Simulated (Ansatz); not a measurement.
Calculation for zincblende ZnSe (110), 1 layer: DFT, PBE, all-electron LAPW, scalar-relativistic (Ansatz 0.2.0).

The slab is cut from a bulk crystal relaxed on PAW files (its atoms may have been relaxed since), whose type needn't be the stable one.

Command: `ansatz run input.yaml --threads 1 --pin off --max-ram 3584MiB --backend cpu --events-out ev --progress --plain --runs-dir out` It took 25 s on 1 thread of Intel(R) Xeon(R) 6975P-C (Granite Rapids), on a shared host, peak memory 0.94 GiB.

```yaml
crystal:
  lattice:
    - [4.0536314784, 0.0, 0.0]
    - [0.0, 5.7327006135, 0.0]
    - [0.0, 0.0, 16.0]
  atoms:
    - { symbol: Zn, position: [0.25, 0.125, 0.5] }
    - { symbol: Se, position: [0.75, 0.875, 0.5] }
kpoints:
  mp_grid: { grid: [6, 5, 1] }
scf:
  occupations: { method: fermi_dirac, width: 0.02 }
hamiltonian:
  xc: pbe
  pseudopotentials: { kind: all_electron, lapw: { basis_error: 0.001 } }
output:
  forces: true
  stress: true
  eigenvalues: true
  populations: true
  dos: { projected: true, de: 0.2, e_range: [-14, 8] }
efield:
  axis: 3
  amplitude: 0
  dipole_correction: true
```

Output:

```
Zn: projections on atomic orbitals take those of the free atom 1s2 2s2 2p6 3s2 3p6 3d10 4s2, of charge +0.00 (hamiltonian.pseudopotentials.projection_atoms)
Se: projections on atomic orbitals take those of the free atom 1s2 2s2 2p6 3s2 3p6 3d10 4s2 4p4, of charge +0.00 (hamiltonian.pseudopotentials.projection_atoms)
LAPW: plane waves up to 8.901 Å⁻¹, error target 1.0e-3 eV per atom; small_component_spin mean_spin; Zn in spheres of 1.262 Å, 20 of its electrons in bands, Dirac shells []; Se in spheres of 1.220 Å, 24 of its electrons in bands, Dirac shells [] (how accurate: hamiltonian.pseudopotentials.lapw.basis_error, Limitations)
Engine: ansatz 0.2.0
Pseudopotentials: kind: all_electron
Pseudopotential: Zn, LAPW, valence charge 20, lapw/all_electron/scalar/gaussian/Zn, Koelling and Harmon's equation, gaussian nucleus
Pseudopotential: Se, LAPW, valence charge 24, lapw/all_electron/scalar/gaussian/Se, Koelling and Harmon's equation, gaussian nucleus
Functional definition: PBE
  parameter kappa = 0.804
  parameter beta = 0.06672455060314922
  exchange = pbe_x(kappa = kappa, mu = beta*pi^2/3)
  correlation = pbe_c(beta = beta)
Crystal: 2 atoms, lattice volume = 371.812 Å³
Basis set: ecut = 301.83696743211016 eV, 4399 PW (Γ), exchange–correlation at level 2
Bands: 27, of which v1, the nominal top of the filled ones, is band 22 counted from 1 (21 counted from 0)
Symmetry: 2 space group operations
k-points: 12 of 30 (time reversal used)
Non-local potential: Zn, projectors of the file, none
Non-local potential: Se, projectors of the file, none
Initial density: superposition of atomic densities (neutral atoms: chi_scale 0, normalization atom)
Initial wavefunctions: plane waves of lowest kinetic energy (no species holds an atomic orbital)
Functional: x = pbe(κ = 0.804, μ = 0.2195149727645171), c = pbe(β = 0.06672455060314922)
iter 1 solved again at ethr=6.56e-3 eV; its pass at ethr=1.00e-1 eV (dr2=2.89e0 eV) is discarded
SCF iter   1: F=—  HF=-114999.142175 eV  |F-HF|=—  |Δ(HF+E_count)|=         —  Δρ=1.49e-2  dr2=2.89e0  ethr=6.56e-3  p=0.000 e·Å  D=3.83e-16 V/Å  ΔV_dip=-0.00 eV  dr2_dipole=1.87e-11  V_vac-E_F(+/−)=5.54/5.54 eV  ⟨swp⟩=2.2  Hψ=2050  notcnv=0
efield: sawtooth ramp at fractional position 0.9500 (placed from the atoms, in the widest stretch of the axis that holds none; the zero of the levels goes with the place), width 0.1000; the density the first Hamiltonian is built on has a dipole p = 0.000 e·Å; the dipole correction subtracts the counter field D = 1.71e-14 V/Å, which shifts the + side's vacuum level by -0.00 eV against the − side's; the planar-averaged density in the ramp window peaks in size at 2.0e-7 e/Å³
preconditioner: auto → Resta (q_TF=auto, 1.912 Å⁻¹)  ε∞=1.7  [insulator: Δε(μ)=2.180 eV  Ē_g=9.683 eV  σ=0.020 eV  W_gap=1.00  n_scr=36 (ndim 8)  ℏωp=8.2 eV  f_vac=0.781  D(μ)=0.00/eV (n_scr^D=0)  ε∞_Penn≈1.7  vacuum switching on, ρ_ref=6.8e-3 e/Å³]
iter 2 solved again at ethr=4.43e-4 eV; its pass at ethr=6.56e-3 eV (dr2=1.95e-1 eV) is discarded
SCF iter   2: F=—  HF=-114998.335276 eV  |F-HF|=—  |Δ(HF+E_count)|=   8.07e-1  Δρ=5.35e-3  dr2=1.96e-1  ethr=4.43e-4  p=0.000 e·Å  D=1.37e-6 V/Å  ΔV_dip=-0.00 eV  dr2_dipole=1.46e-10  V_vac-E_F(+/−)=4.89/4.89 eV  ⟨swp⟩=2.3  Hψ=1758  notcnv=0
SCF iter   3: F=—  HF=-114998.247535 eV  |F-HF|=—  |Δ(HF+E_count)|=   8.77e-2  Δρ=2.71e-3  dr2=5.78e-2  ethr=4.43e-4  p=-0.000 e·Å  D=-1.63e-6 V/Å  ΔV_dip=0.00 eV  dr2_dipole=2.52e-11  V_vac-E_F(+/−)=5.05/5.05 eV  ⟨swp⟩=3.0  Hψ=1032  notcnv=0
SCF iter   4: F=—  HF=-114998.237184 eV  |F-HF|=—  |Δ(HF+E_count)|=         —  Δρ=1.08e-3  dr2=7.21e-3  ethr=1.31e-4  p=0.000 e·Å  D=2.22e-7 V/Å  ΔV_dip=-0.00 eV  dr2_dipole=1.97e-12  V_vac-E_F(+/−)=5.08/5.08 eV  ⟨swp⟩=3.1  Hψ=988  notcnv=0
the basis was enlarged: its passes take 191.2 KiB over the memory plan, 1 of 1 planned eigensolver slots
SCF iter   5: F=—  HF=-114998.232678 eV  |F-HF|=—  |Δ(HF+E_count)|=   4.51e-3  Δρ=3.52e-4  dr2=5.93e-4  ethr=1.64e-5  p=0.000 e·Å  D=3.86e-7 V/Å  ΔV_dip=-0.00 eV  dr2_dipole=1.85e-12  V_vac-E_F(+/−)=5.07/5.07 eV  ⟨swp⟩=3.0  Hψ=991  notcnv=0
SCF iter   6: F=—  HF=-114998.232811 eV  |F-HF|=—  |Δ(HF+E_count)|=   1.33e-4  Δρ=9.73e-5  dr2=4.21e-5  ethr=1.35e-6  p=-0.000 e·Å  D=-1.06e-7 V/Å  ΔV_dip=0.00 eV  dr2_dipole=9.33e-14  V_vac-E_F(+/−)=5.08/5.08 eV  ⟨swp⟩=3.0  Hψ=969  notcnv=0
SCF iter   7: F=—  HF=-114998.232848 eV  |F-HF|=—  |Δ(HF+E_count)|=   3.71e-5  Δρ=2.59e-5  dr2=2.92e-6  ethr=9.58e-8  p=0.000 e·Å  D=2.71e-8 V/Å  ΔV_dip=-0.00 eV  dr2_dipole=1.27e-14  V_vac-E_F(+/−)=5.08/5.08 eV  ⟨swp⟩=3.0  Hψ=925  notcnv=0
SCF iter   8: F=-114998.232852 eV  HF=-114998.232852 eV  |F-HF|=1.29e-7  |Δ(HF+E_count)|=   3.71e-6  Δρ=3.99e-6  dr2=7.83e-8  ethr=6.64e-9  p=-0.000 e·Å  D=-2.32e-8 V/Å  ΔV_dip=0.00 eV  dr2_dipole=6.78e-15  V_vac-E_F(+/−)=5.08/5.08 eV  ⟨swp⟩=3.0  Hψ=935  notcnv=0
SCF 1 converged in 8 iterations: F = -114998.232852 eV  dr2 = 7.83e-8
SCF converged after 8 iterations
Free energy (F): -114998.232852 eV
Harris-Foulkes:  -114998.232852 eV  (|F-HF|=1.29e-7)
Internal energy: -114998.232852 eV  (E = F + TS)
E sigma→0 (E₀):  -114998.232852 eV
Fermi energy:    -3.366067 eV
Dipole field:    D = -0.000000 V/Å  (p = -0.000000 e·Å, saw-weighted, corrected)
Work function:   Φ+ = 5.0757 eV   Φ− = 5.0757 eV
Levels:          The Fermi level and band energies are counted from a zero that moves with the ramp; work functions are not
--- Per-component energies (eV) ---
  E_band       = -2746.275701
  E_kinetic    = 117459.411078
  E_xc         = -4342.886089
  E_efield     = 0.000000  (sawtooth field / dipole correction)
  E_electrostatic = -228114.757841  (all electrons and nuclei)
  E_smearing   = -0.000000  (= −TS)
  E_closure    = 0.000000  (closes the sum)
  E_atoms      = -114994.086913  (free atoms, spherical and without spin; not in F)
  Σ components = -114998.232852   (vs F -114998.232852, Δ=0.00e0)
  Basis errors (estimates in eV, not in F): energy 5.4e-4 per atom: plane waves 5.0e-4 (3.0e-4 summed), levels above the bands 9.3e-125, relativity 6.6e-8, radial functions 4.1e-5, core shells 1.5e-9; eigenvalues (radial functions only) 1.5e-6; not estimated: angular momenta, meshes, grids; target (lapw.basis_error) 1.0e-3; muffin-tin radii Zn 1.262 Å, Se 1.220 Å
--- Forces (eV/Å), atoms counted from 1 ---
  atom   1  Zn    -0.00000000    -1.90828546     0.00000009
  atom   2  Se     0.00000000     1.90829842    -0.00000013
  max |Σ_I F_I| component: 1.30e-5 eV/Å
--- Stress (GPa, compression-positive) ---
       -1.085368       0.000000      -0.000000
        0.000000      -1.350069       0.000000
       -0.000000       0.000000       0.000539
  P = ⅓ Tr σ = -0.8116 GPa (-8.116 kbar)
--- Band table (eV; the first three rows and the last of 12) ---
  k-point 0: bands = ["-210.4840", "-150.0227", "-149.9982", "-149.8265", "-129.2930", "-83.5011", "-83.4980", "-83.3881", "-50.2519", "-50.2503", "-50.1152", "-50.0986", "-50.0612", "-15.3259", "-10.3860", "-10.2850", "-10.2684", "-10.1908", "-10.1666", "-6.1419", "-4.5417", "-4.3005", "-2.9360", "0.6564", "0.9138", "1.2348", "2.1173"]
  k-point 1: bands = ["-210.4840", "-150.0227", "-149.9982", "-149.8265", "-129.2930", "-83.5011", "-83.4980", "-83.3881", "-50.2519", "-50.2504", "-50.1152", "-50.0986", "-50.0612", "-15.3217", "-10.3867", "-10.2829", "-10.2688", "-10.1923", "-10.1666", "-6.2990", "-4.5157", "-4.2891", "-2.5661", "0.5117", "0.7506", "1.4194", "2.1884"]
  k-point 2: bands = ["-210.4840", "-150.0227", "-149.9982", "-149.8265", "-129.2930", "-83.5011", "-83.4980", "-83.3881", "-50.2519", "-50.2504", "-50.1152", "-50.0986", "-50.0612", "-15.3149", "-10.3879", "-10.2792", "-10.2695", "-10.1950", "-10.1666", "-6.5139", "-4.4721", "-4.2704", "-1.8950", "0.2778", "0.3422", "1.9322", "2.4988"]
  k-point 11: bands = ["-210.4840", "-150.0227", "-149.9982", "-149.8265", "-129.2930", "-83.5011", "-83.4980", "-83.3882", "-50.2519", "-50.2502", "-50.1152", "-50.0986", "-50.0611", "-15.0247", "-10.3147", "-10.2571", "-10.2136", "-10.1755", "-10.0958", "-7.5422", "-5.1591", "-3.8199", "-2.8189", "0.3512", "2.3786", "3.4097", "3.7056"]
--- Löwdin populations: 2 sites ---
  site symbol       q [e]
     0     Zn     28.9580
     1     Se     34.8553
  spilling = 0.002918 (of n_electrons = 64.000000)
```

populations.tsv:

```
# site	symbol	l	j	q
# orbitals = lowdin
# n_electrons = 64.000000
# spilling = 0.002918
# projection_atom_Zn: 1s2 2s2 2p6 3s2 3p6 3d10 4s2
# projection_atom_Se: 1s2 2s2 2p6 3s2 3p6 3d10 4s2 4p4
0	Zn	0_1S	-	1.999998
0	Zn	0_2S	-	1.999905
0	Zn	0_3S	-	1.997467
0	Zn	0_4S	-	0.976129
0	Zn	1_2P	-	5.999999
0	Zn	1_3P	-	5.999566
0	Zn	2_3D	-	9.984929
1	Se	0_1S	-	1.999999
1	Se	0_2S	-	1.999968
1	Se	0_3S	-	1.999286
1	Se	0_4S	-	1.954423
1	Se	1_2P	-	5.999999
1	Se	1_3P	-	5.999834
1	Se	1_4P	-	4.901865
1	Se	2_3D	-	9.999907
```
